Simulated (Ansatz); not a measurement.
A crystal relaxed with r2SCAN in the PAW code Ansatz has space group Pm-3m (No. 221) and a = 4.046 Å.

```csv
atom,site,x,y,z
K,1a,0.0000,0.0000,0.0000
Zn,1b,0.5000,0.5000,0.5000
Xx,3c,0.5000,0.5000,0.0000
```

The r2SCAN gap is indirect, 4.64 eV (R to Γ), below the direct gap of 6.61 eV at Γ. The HSE06 gap is indirect, 6.36 eV (R to Γ), below the direct gap of 8.07 eV at Γ. Meshes: r2SCAN 6×6×6, HSE06 4×4×4. r2SCAN's ε∞ is 2.3 in all directions.

Task: Which element is Xx?
A. Cl
B. I
C. F
D. H

Result: C. Xx is F: KZnF₃ (started from an entry of an open crystallographic database). K is surrounded by 12 F at 2.86 Å; Zn is surrounded by 6 F at 2.02 Å; F is surrounded by 2 Zn at 2.02 Å and 4 K at 2.86 Å.

The values are computed, spin-unpolarised, and not measurements.

The meshes of the hybrids are coarse, so their gaps aren't converged to the digits shown.
